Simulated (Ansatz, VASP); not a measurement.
# Cross-check of Te2Mo between VASP and Ansatz, part 2 of 2

Wanted: the spread between two codes on one cell, functional and k mesh. Of the first pair: The structure shown is the start of the Ansatz relaxation below; VASP solves that cell, so the two are compared at the walk's first step.

VASP 6.6.1 and Ansatz 0.2.0.

So far. Step 4 (Side by side): The forces differ by 15 meV/Å r.m.s., which is 16.6 % of the r.m.s. force of 0.088 eV/Å (both taken over all components). With vacuum in the cell, a pressure given here is an average over mostly empty space and none of the material.

## (6) Ansatz: relaxation, PBEsol with D3(BJ)

Level of this step: Ansatz beside VASP: Kohn-Sham DFT, plane waves, PBEsol with D3(BJ) (Ansatz).

This run makes the geometry at which the two programs are then compared.

The structure compared here is the end of the Ansatz relaxation.

input.yaml reads:

```yaml
crystal:
  lattice:
    - [3.5182, 0.0, 0.0]
    - [-1.7591, 3.0468505756, 0.0]
    - [0.0, 0.0, 34.4]
  atoms:
    - { symbol: Te, position: [0.33333333, 0.66666667, 0.4475989993] }
    - { symbol: Mo, position: [0.66666667, 0.33333333, 0.5] }
    - { symbol: Te, position: [0.33333333, 0.66666667, 0.5524010007] }
  periodic: [true, true, false]
kpoints:
  mp_grid: { grid: [9, 9, 1] }
hamiltonian:
  xc: pbesol
  dispersion: d3bj
  pseudopotentials: { kind: paw, azcp: { folder: soft_1 }, xc_functional: pbe }
scf:
  occupations: { method: fermi_dirac, width: 0.02 }
relax:
  f_tol: 0.01
  max_steps: 100
  cell: {}
```

On the command line:

```bash
> ansatz run input.yaml --threads 2 --pin off --max-ram 73728MiB --backend cuda --events-out ev --progress --plain --runs-dir out --devices 1 --max-vram 13GiB
```

Numbers of over 12 decimals in the logs are rounded to 6 here.

Log:

```text
GPUs: using 1 of 1 available (devices: 1).
[...]
GPU FFT provider: cuFFT
GPU libraries: cuBLAS 13.8.2, cuFFT 12.4.0, cuSOLVER 12.3.4
Crystal: 3 atoms, lattice volume = 368.748 Å³
Basis set: ecut = 420 eV, 7177 PW (Γ), exchange–correlation on 48×48×480 points (8 copies of the dense FFT grid, shifted against one another)
[...]
° read free of the cell's end (the report's vacuum.weakly_bound_levels)
--- Relaxed structure (5 steps of the walk, 5 accepted, 1 SCFs on fresh bases) ---
[...]
cell:  # Å, volume = 353.4337 Å³
    - [3.444367, -8.197084335012131e-18, 0.0]
    - [-1.722184, 2.982910, 0.0]
    - [0.0, 0.0, 34.4]
  atoms:
    - { symbol: Te, position: [0.333333, 0.666667, 0.447221] }
    - { symbol: Mo, position: [0.666667, 0.333333, 0.5] }
    - { symbol: Te, position: [0.333333, 0.666667, 0.552779] }
[key lines of the parts left out:]
SCF converged after 7 iterations
Free energy (F): -18702.550437 eV
Fermi energy:    -4.250232 eV
P = ½ c Tr σ = 0.0030 N/m
```

## (7) VASP: single point, PBEsol with D3(BJ), relaxed cell, pair 2

The same cell, functional, mesh and smearing now go to VASP, with its own data sets.

INCAR reads:

```
SYSTEM = Te2Mo
PREC = Accurate
ENCUT = 400
EDIFF = 1E-06
NELM = 120
ISMEAR = -1
SIGMA = 0.02
LREAL = .FALSE.
ALGO = Normal
GGA = PS
IVDW = 12
NBANDS = 19
LASPH = .TRUE.
LORBIT = 11
LWAVE = .FALSE.
LCHARG = .FALSE.
ISIF = 2
LDIPOL = .TRUE.
IDIPOL = 3
DIPOL = 0.5 0.5 0.5
LVHAR = .TRUE.
GGA_COMPAT = .FALSE.
EFERMI = MIDGAP
NELMDL = -8
KPAR = 2
```

POSCAR reads:

```
Te2Mo
1.0
    3.4443672281      0.0000000000      0.0000000000
   -1.7221836140      2.9829095195      0.0000000000
    0.0000000000      0.0000000000     34.4000000000
Te Mo
2 1
Direct
    0.3333333334      0.6666666666      0.4472209593
    0.3333333334      0.6666666666      0.5527790407
    0.6666666667      0.3333333333      0.5000000000
```

KPOINTS reads:

```
Automatic mesh
0
Gamma
9 9 1
0 0 0
```

PAW data sets: Te and Mo_sv (PBE family, release 64).

On the command line:

```bash
> mpirun -np 2 vasp_std
```

Log:

```text
[banner, memory and clock lines left out]
running    2 mpi-ranks, on    1 nodes
[...]
[... a notice as in an earlier step ...]

 LDA part: xc-table for (Slater+PW92), standard interpolation
 POSCAR, INCAR and KPOINTS ok, starting setup
[...]
entering main loop
       N       E                     dE             d eps       ncg     rms          rms(c)
DAV:   1     0.120621318622E+03    0.12062E+03   -0.11053E+04   648   0.805E+02
DAV:   2    -0.978491444527E+01   -0.13041E+03   -0.12796E+03   646   0.177E+02
DAV:   3    -0.201510053301E+02   -0.10366E+02   -0.10300E+02   653   0.452E+01
DAV:   4    -0.203549626191E+02   -0.20396E+00   -0.20352E+00   670   0.665E+00
[...]
DAV:  24    -0.195985369177E+02   -0.46858E-05   -0.11470E-07   404   0.107E-03    0.986E-04
DAV:  25    -0.195985386896E+02   -0.17720E-05   -0.31050E-08   334   0.653E-04    0.258E-04
DAV:  26    -0.195985393395E+02   -0.64986E-06   -0.12209E-08   304   0.351E-04
   1 F= -.20677713E+02 E0= -.20677713E+02  d E =-.159769E-14
```

From OUTCAR (step 7):

```text
 Edisp (eV)   -1.07917

  Total      -0.03440    -0.03440     0.01731    -0.00000     0.00000     0.00000
  in kB      -0.15593    -0.15593     0.07846    -0.00000     0.00000     0.00000
  external pressure =       -0.08 kB  Pullay stress =        0.00 kB

 POSITION                                       TOTAL-FORCE (eV/Angst)
 -----------------------------------------------------------------------------------
      0.00000      1.98861     15.38440         0.000000      0.000000     -0.033554
      0.00000      1.98861     19.01560         0.000000      0.000000      0.033554
      1.72218      0.99430     17.20000        -0.000000      0.000000      0.000000
 -----------------------------------------------------------------------------------
    total drift:                               -0.000001      0.000000      0.000000

  FREE ENERGIE OF THE ION-ELECTRON SYSTEM (eV)
  ---------------------------------------------------
  free  energy   TOTEN  =       -20.6777125389 eV

  energy  without entropy=      -20.6777125389  energy(sigma->0) =      -20.67771254

[... 1 part as in an earlier step ...]

[... 2 further parts left out ...]
[key lines of the parts left out:]
E-fermi :  -1.5340
```

## (8) Side by side

What differs besides the data sets and the points named for the pairs above, as far as they apply: the data sets hold 46 valence electrons in Ansatz (on its PAW soft_1 files) and 26 in VASP. Total energies have different zeros and are not compared.

Compared:

```csv
quantity,Ansatz,VASP,difference
gap on the k mesh (eV),1.311,1.317,-0.006
```

At this near-relaxed geometry the largest component of a force difference is 32 meV/Å. A gap on the mesh is an upper bound, since the band edges may lie between its points. With vacuum in the cell, a pressure given here is an average over mostly empty space and none of the material.

## (9) Ansatz: relaxation, PBEsol with D3(BJ)

The two programs are compared at the cell with which this relaxation starts, whose forces are those of its first step. This pair takes another cell of the material, with 9 atoms against 3 for the pair before.

The structure compared here is the start of the Ansatz relaxation; VASP solves that cell, so the two are compared at the walk's first step.

input.yaml, the sections that differ from step 6:

```yaml
crystal:
  lattice:
    - [3.5182, 0.0, 0.0]
    - [-1.7591, 3.0468505756, 0.0]
    - [0.0, 0.0, 62.4]
  atoms:
    - { symbol: Te, position: [0.33333333, 0.66666667, 0.3591443225] }
    - { symbol: Mo, position: [0.66666667, 0.33333333, 0.388032051] }
    - { symbol: Te, position: [0.33333333, 0.66666667, 0.4169197795] }
    - { symbol: Te, position: [0.66666667, 0.33333333, 0.4711122715] }
    - { symbol: Mo, position: [0.33333333, 0.66666667, 0.5] }
    - { symbol: Te, position: [0.66666667, 0.33333333, 0.5288877285] }
    - { symbol: Te, position: [0.33333333, 0.66666667, 0.5830802205] }
    - { symbol: Mo, position: [0.66666667, 0.33333333, 0.611967949] }
    - { symbol: Te, position: [0.33333333, 0.66666667, 0.6408556775] }
  periodic: [true, true, false]
output:
  write_density: true
  write_potential: true
  elf: true
  volumetric_format: npy
# kpoints, hamiltonian, scf, relax: as in step 6
```

On the command line:

```bash
> ansatz run input.yaml --threads 2 --pin off --max-ram 73728MiB --backend cuda --events-out ev --progress --plain --runs-dir out --devices 1 --max-vram 13GiB
```

Log:

```text
GPUs: using 1 of 1 available (devices: 1).
[...]
GPU FFT provider: cuFFT
GPU libraries: cuBLAS 13.8.2, cuFFT 12.4.0, cuSOLVER 12.3.4
Crystal: 9 atoms, lattice volume = 668.892 Å³
Basis set: ecut = 420 eV, 12995 PW (Γ), exchange–correlation on 48×48×864 points (8 copies of the dense FFT grid, shifted against one another)
[...]
- { symbol: Mo, position: [0.666667, 0.333333, 0.393159] }
    - { symbol: Te, position: [0.333333, 0.666667, 0.422302] }
    - { symbol: Te, position: [0.666667, 0.333333, 0.470925] }
    - { symbol: Mo, position: [0.333333, 0.666667, 0.5] }
    - { symbol: Te, position: [0.666667, 0.333333, 0.529075] }
    - { symbol: Te, position: [0.333333, 0.666667, 0.577698] }
    - { symbol: Mo, position: [0.666667, 0.333333, 0.606841] }
    - { symbol: Te, position: [0.333333, 0.666667, 0.635922] }
[key lines of the parts left out:]
SCF converged after 8 iterations
Free energy (F): -56108.934206 eV
Fermi energy:    -4.267335 eV
P = ½ c Tr σ = -0.0033 N/m
```

## (10) VASP: single point, PBEsol with D3(BJ), start cell, pair 3

The same cell, functional, mesh and smearing now go to VASP, with its own data sets.

Changes to INCAR since step 7:

```diff
@@ -11,3 +11,3 @@
 IVDW = 12
-NBANDS = 19
+NBANDS = 48
 LASPH = .TRUE.
```

POSCAR reads:

```
Te2Mo
1.0
    3.5182000000      0.0000000000      0.0000000000
   -1.7591000000      3.0468510000      0.0000000000
    0.0000000000      0.0000000000     62.4000000000
Te Mo
6 3
Direct
    0.3333333334      0.6666666666      0.3591443269
    0.3333333334      0.6666666666      0.4169197756
    0.6666666667      0.3333333333      0.4711122756
    0.6666666667      0.3333333333      0.5288877244
    0.3333333334      0.6666666666      0.5830802244
    0.3333333334      0.6666666666      0.6408556731
    0.6666666667      0.3333333333      0.3880320513
    0.3333333334      0.6666666666      0.5000000000
    0.6666666667      0.3333333333      0.6119679487
```

KPOINTS is that of step 7.

On the command line:

```bash
> mpirun -np 2 vasp_std
```

Log:

```text
[banner, memory and clock lines left out]
running    2 mpi-ranks, on    1 nodes
[...]
[... a notice as in an earlier step ...]

 LDA part: xc-table for (Slater+PW92), standard interpolation
|                                                                             |
|           W    W    AA    RRRRR   N    N  II  N    N   GGGG   !!!           |
|           W    W   A  A   R    R  NN   N  II  NN   N  G    G  !!!           |
|           W    W  A    A  R    R  N N  N  II  N N  N  G       !!!           |
|           W WW W  AAAAAA  RRRRR   N  N N  II  N  N N  G  GGG   !            |
|           WW  WW  A    A  R   R   N   NN  II  N   NN  G    G                |
|           W    W  A    A  R    R  N    N  II  N    N   GGGG   !!!           |
|                                                                             |
|     One of the lattice vectors is very long (>50 A), but AMIN is rather     |
|     large. This can spoil convergence since charge sloshing might occur     |
|     along the long lattice vector. If problems with convergence are         |
|     observed, try to decrease AMIN to a smaller value (e.g. 0.01).          |
|     Note: This warning only applies if the self-consistency cycle is        |
|     used.                                                                   |
|                                                                             |

 POSCAR, INCAR and KPOINTS ok, starting setup
[...]
entering main loop
       N       E                     dE             d eps       ncg     rms          rms(c)
DAV:   1     0.508004159807E+03    0.50800E+03   -0.33328E+04  1536   0.102E+03
DAV:   2    -0.151296647970E+02   -0.52313E+03   -0.51076E+03  1512   0.248E+02
DAV:   3    -0.593164835358E+02   -0.44187E+02   -0.43129E+02  1448   0.637E+01
DAV:   4    -0.612143916347E+02   -0.18979E+01   -0.18727E+01  1696   0.124E+01
[...]
DAV:  29    -0.589946989580E+02   -0.67304E-05   -0.23959E-07   768   0.203E-03    0.872E-04
DAV:  30    -0.589947012544E+02   -0.22964E-05   -0.56928E-08   728   0.786E-04    0.108E-03
DAV:  31    -0.589947020483E+02   -0.79388E-06   -0.89227E-09   672   0.398E-04
   1 F= -.63088534E+02 E0= -.63088534E+02  d E =-.186096E-10
```

From OUTCAR (step 10):

```text
 Edisp (eV)   -4.09383

  Total      -6.33140    -6.33140    -4.47895     0.00000     0.00000     0.00000
  in kB     -15.16540   -15.16540   -10.72829     0.00000     0.00000     0.00000
  external pressure =      -13.69 kB  Pullay stress =        0.00 kB

 POSITION                                       TOTAL-FORCE (eV/Angst)
 -----------------------------------------------------------------------------------
      0.00000      2.03123     22.41061        -0.000000     -0.000000      0.219503
      0.00000      2.03123     26.01579        -0.000000      0.000000     -0.008989
      1.75910      1.01562     29.39741        -0.000000      0.000000      0.044798
      1.75910      1.01562     33.00259        -0.000000      0.000000     -0.044798
      0.00000      2.03123     36.38421        -0.000000      0.000000      0.008989
      0.00000      2.03123     39.98939        -0.000000     -0.000000     -0.219503
      1.75910      1.01562     24.21320         0.000000      0.000000      0.017915
      0.00000      2.03123     31.20000        -0.000000      0.000000     -0.000000
      1.75910      1.01562     38.18680         0.000000      0.000000     -0.017915
 -----------------------------------------------------------------------------------
    total drift:                               -0.000002     -0.000007      0.000000

  FREE ENERGIE OF THE ION-ELECTRON SYSTEM (eV)
  ---------------------------------------------------
  free  energy   TOTEN  =       -63.0885344482 eV

  energy  without entropy=      -63.0885344482  energy(sigma->0) =      -63.08853445

[... 3 further parts left out ...]
[key lines of the parts left out:]
E-fermi :  -0.0575
```

## (11) Side by side

What differs besides the data sets and the points named for the pairs above, as far as they apply: the data sets hold 138 valence electrons in Ansatz (on its PAW soft_1 files) and 78 in VASP. Total energies have different zeros and are not compared.

Forces (eV/Å; atoms numbered as in POSCAR):

```
atom        Ansatz x, y, z          VASP x, y, z
 Te1   0.000, 0.000, 0.250   0.000, 0.000, 0.220
 Te2  0.000, 0.000, -0.040  0.000, 0.000, -0.009
 Te3   0.000, 0.000, 0.076   0.000, 0.000, 0.045
 Te4  0.000, 0.000, -0.076  0.000, 0.000, -0.045
 Te5   0.000, 0.000, 0.040   0.000, 0.000, 0.009
 Te6  0.000, 0.000, -0.250  0.000, 0.000, -0.220
 Mo7   0.000, 0.000, 0.018   0.000, 0.000, 0.018
 Mo8   0.000, 0.000, 0.000   0.000, 0.000, 0.000
 Mo9  0.000, 0.000, -0.018  0.000, 0.000, -0.018
```

The forces differ by 15 meV/Å r.m.s., which is 23.8 % of the r.m.s. force of 0.061 eV/Å (both taken over all components). With vacuum in the cell, a pressure given here is an average over mostly empty space and none of the material.

## (12) Outcome

| Property | Result |
| --- | --- |
| r.m.s. force difference (single point, PBEsol with D3(BJ), start cell, pair 1) | 15 meV/Å |
| r.m.s. force difference (single point, PBEsol with D3(BJ), relaxed cell, pair 2) | 15 meV/Å |
| r.m.s. force difference (single point, PBEsol with D3(BJ), start cell, pair 3) | 15 meV/Å |

In words: The r.m.s. force difference is 15 meV/Å (single point, PBEsol with D3(BJ), relaxed cell, pair 2), beyond the 12 meV/Å picked in this series as the mark of a large difference. The data sets hold unlike numbers of valence electrons (46 in Ansatz and 26 in VASP and 138 in Ansatz and 78 in VASP), so part of the differences comes from the potentials. Single point, PBEsol with D3(BJ), start cell, pair 1, VASP with the data sets Te_sv_GW and Mo and a cutoff of 520 eV: r.m.s. force difference goes from 15 to 25 meV/Å. What causes the difference of the single point, PBEsol with D3(BJ), relaxed cell, pair 2 pair stays open here. What causes the difference of the single point, PBEsol with D3(BJ), start cell, pair 3 pair stays open here. 1 further run of this series is not shown here. Such differences can come from data sets, numerical settings and the points named under the comparisons, not from the functional's error against experiment.

[Lines on the potential files, build, host, timing and source positions are cut from VASP's logs without a mark.]

[Logs are printed without paths, hosts, clocks, repeated set-up lines and the standing remarks that a program may print on its own settings, such as how far it seeks lower states.]

[Hosts, paths, dates, database ids (printed as entryN), source tags and the programs' standing remarks are cut or masked in the printed files.]
